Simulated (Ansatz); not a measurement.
# Nb (I4/mmm) in Ansatz: single point with PBE

Aim: the single point of Nb with PBE.

Everything below comes from runs of Ansatz 0.2.0. Logs are shortened: lines on timing, memory, paths and dates and some standing lists are left out, and cuts for length are marked.

## Step 1: The cell of the first run

It takes space group I4/mmm (No. 139, tetragonal). Conventional cell: a = 3.328 Å, b = 3.328 Å, c = 3.261 Å, α = 90.00°, β = 90.00°, γ = 90.00°. Around Nb (site symmetry 4/mmm) lie 10 Nb at 2.86 to 3.26 Å.

## Step 2: Single point, PBE (strain = -0.02)

The input, input.yaml:

```yaml
crystal:
  lattice:
    - [-1.66395, 1.66395, 1.630671]
    - [1.66395, -1.66395, 1.630671]
    - [1.66395, 1.66395, -1.630671]
  atoms:
    - { symbol: Nb, position: [0.0, 0.0, 0.0] }
kpoints:
  mp_grid: { grid: [11, 11, 11] }
scf:
  occupations: { method: fermi_dirac, width: 0.05 }
hamiltonian:
  xc: pbe
  pseudopotentials: { kind: all_electron, lapw: { basis_error: 0.001 } }
output:
  forces: true
  stress: true
  eigenvalues: true
```

Potentials or basis: all-electron LAPW, scalar-relativistic.

On the command line:

```bash
ansatz run input.yaml --threads 1 --pin off --max-ram 3072MiB --backend cpu --events-out ev --progress --plain --runs-dir out
```

Output:

```text
Warning: RAYON_NUM_THREADS=1 ignored (pool sized by the plan → 1); use --threads N
LAPW: plane waves up to 7.599 Å⁻¹, error target 1.0e-3 eV per atom; small_component_spin mean_spin; Nb in spheres of 1.431 Å, 29 of its electrons in bands, Dirac shells [] (how accurate: hamiltonian.pseudopotentials.lapw.basis_error, Limitations)
Engine: ansatz 0.2.0, x86_64-unknown-linux-gnu
Pseudopotentials: kind: all_electron
Pseudopotential: Nb, LAPW, valence charge 29, lapw/all_electron/scalar/gaussian/Nb, Koelling and Harmon's equation, gaussian nucleus
Functional definition: PBE
  parameter kappa = 0.804
  parameter beta = 0.06672455060314922
  exchange = pbe_x(kappa = kappa, mu = beta*pi^2/3)
  correlation = pbe_c(beta = beta)
Crystal: 1 atoms, lattice volume = 18.060 Å³
Basis set: ecut = 220.0089267364636 eV, 139 PW (Γ), exchange–correlation at level 2
Bands: 19, of which v1, the nominal top of the filled ones, is band 15 counted from 1 (14 counted from 0)
Symmetry: 16 space group operations
Space group: I4/mmm (ITA 139), of the structure as read, at distance tolerance 2.6e-5 Å
k-points: 126 of 1331
Non-local potential: Nb, projectors of the file, none
Initial density: superposition of atomic densities (chi_scale 0.1, normalization cell)
Initial wavefunctions: plane waves of lowest kinetic energy (no species holds an atomic orbital)
Functional: x = pbe(κ = 0.804, μ = 0.2195149727645171), c = pbe(β = 0.06672455060314922)
iter 1 solved again at ethr=7.83e-4 eV; its pass at ethr=1.00e-1 eV (dr2=2.27e-1 eV) is discarded
SCF iter   1: F=—  HF=-103946.160855 eV  |F-HF|=—  |Δ(HF+E_count)|=         —  Δρ=4.24e-2  dr2=2.28e-1  ethr=7.83e-4  ⟨swp⟩=2.5  Hψ=14713  notcnv=0
preconditioner: auto → Kerker (q_TF=auto, 2.952 Å⁻¹)  [metal: Δε(μ)=0.010 eV  Ē_g=7.863 eV  σ=0.050 eV  W_gap=0.05  n_scr=12 (ndim 8)  ℏωp=19.5 eV  f_vac=0.000  D(μ)=1.22/eV (n_scr^D=12)]
SCF iter   2: F=—  HF=-103945.735109 eV  |F-HF|=—  |Δ(HF+E_count)|=   4.26e-1  Δρ=1.95e-2  dr2=5.64e-2  ethr=7.83e-4  ⟨swp⟩=2.1  Hψ=7424  notcnv=0
SCF iter   3: F=—  HF=-103945.715552 eV  |F-HF|=—  |Δ(HF+E_count)|=         —  Δρ=1.05e-2  dr2=1.96e-2  ethr=1.95e-4  ⟨swp⟩=2.0  Hψ=6631  notcnv=0
the basis was enlarged: its passes take 160.6 KiB over the memory plan, 1 of 1 planned eigensolver slots
SCF iter   4: F=—  HF=-103945.715358 eV  |F-HF|=—  |Δ(HF+E_count)|=   1.94e-4  Δρ=4.19e-3  dr2=3.78e-3  ethr=6.75e-5  ⟨swp⟩=2.0  Hψ=6691  notcnv=0
iter 5 solved again at ethr=8.81e-7 eV; its pass at ethr=1.30e-5 eV (dr2=2.55e-4 eV) is discarded
SCF iter   5: F=—  HF=-103945.715813 eV  |F-HF|=—  |Δ(HF+E_count)|=   4.55e-4  Δρ=1.13e-3  dr2=2.55e-4  ethr=8.81e-7  ⟨swp⟩=2.0  Hψ=11653  notcnv=0
SCF iter   6: F=—  HF=-103945.715812 eV  |F-HF|=—  |Δ(HF+E_count)|=   8.99e-7  Δρ=2.40e-4  dr2=5.96e-6  ethr=8.80e-7  ⟨swp⟩=2.0  Hψ=6897  notcnv=0
SCF iter   7: F=-103945.715813 eV  HF=-103945.715813 eV  |F-HF|=1.65e-8  |Δ(HF+E_count)|=   9.12e-7  Δρ=2.33e-5  dr2=4.48e-8  ethr=2.06e-8  ⟨swp⟩=2.0  Hψ=6897  notcnv=0
SCF 1 converged in 7 iterations: F = -103945.715813 eV  dr2 = 4.48e-8
SCF converged after 7 iterations
Free energy (F): -103945.715813 eV
Harris-Foulkes:  -103945.715813 eV  (|F-HF|=1.65e-8)
Internal energy: -103945.701702 eV  (E = F + TS)
E sigma→0 (E₀):  -103945.708758 eV
Entropy (-TS):   -0.014111 eV (-14.111 meV/atom)
Fermi energy:    19.835545 eV
--- Per-component energies (eV) ---
  E_band       = -3697.543349
  E_kinetic    = 107541.034555
  E_xc         = -3240.151643
  E_electrostatic = -208246.584614  (all electrons and nuclei)
  E_smearing   = -0.014111  (= −TS)
  E_closure    = 0.000000  (closes the sum)
  E_atoms      = -103935.548123  (free atoms, spherical and without spin; not in F)
  Σ components = -103945.715813   (vs F -103945.715813, Δ=0.00e0)
  Basis errors (estimates in eV, not in F): energy 2.4e-4 per atom: plane waves 1.9e-4 (1.0e-4 summed), levels above the bands 6.2e-87, relativity 6.2e-8, radial functions 5.3e-5, core shells 1.1e-7; eigenvalues (radial functions only) 2.9e-6; not estimated: angular momenta, meshes, grids; target (lapw.basis_error) 1.0e-3; muffin-tin radii Nb 1.431 Å
--- Forces (eV/Å), atoms counted from 1 ---
  atom   1  Nb    -0.00000000     0.00000000     0.00000000
  max |Σ_I F_I| component: 8.50e-31 eV/Å
--- Stress (GPa, compression-positive) ---
        1.001640       0.000000       0.000000
        0.000000       1.001640      -0.000000
        0.000000      -0.000000       2.345923
  P = ⅓ Tr σ = 1.4497 GPa (14.497 kbar)
--- Band table (eV; the first three rows and the last of 126) ---
  k-point 0: bands = ["-322.5965", "-322.5928", "-322.5928", "-172.1845", "-172.1828", "-172.1701", "-172.1701", "-172.1658", "-34.4809", "-9.7990", "-9.7962", "-9.7962", "13.9648", "20.0832", "20.3086", "20.3086", "22.9718", "23.2822", "33.8822"]
  k-point 1: bands = ["-322.5965", "-322.5928", "-322.5928", "-172.1845", "-172.1828", "-172.1701", "-172.1701", "-172.1658", "-34.4622", "-9.9113", "-9.8327", "-9.7960", "14.2949", "20.0421", "20.1147", "20.6285", "22.6858", "23.2685", "34.1435"]
  k-point 2: bands = ["-322.5965", "-322.5928", "-322.5928", "-172.1845", "-172.1828", "-172.1701", "-172.1701", "-172.1658", "-34.4117", "-10.2125", "-9.9222", "-9.7956", "15.1547", "19.6397", "19.8314", "21.5550", "22.3639", "23.2709", "34.4691"]
  k-point 125: bands = ["-322.5965", "-322.5928", "-322.5928", "-172.1845", "-172.1828", "-172.1701", "-172.1701", "-172.1658", "-34.0736", "-10.7354", "-10.7156", "-10.6665", "16.2505", "16.2981", "24.8727", "24.8732", "25.2706", "28.3246", "29.5643"]
```

Run time: 20 s. Hardware: 1 thread of AMD EPYC (Zen 3), shared host; peak memory 0.32 GiB.

What came out:

| Quantity | Value |
| --- | --- |
| Free energy | -103945.7158 eV |
| Pressure | 1.4 GPa |
| Band gap on the k mesh | none (metal or under the smearing width) |

Stress tensor (GPa, compression positive):
```
1.00 0.00 0.00
0.00 1.00 0.00
0.00 0.00 2.35
```
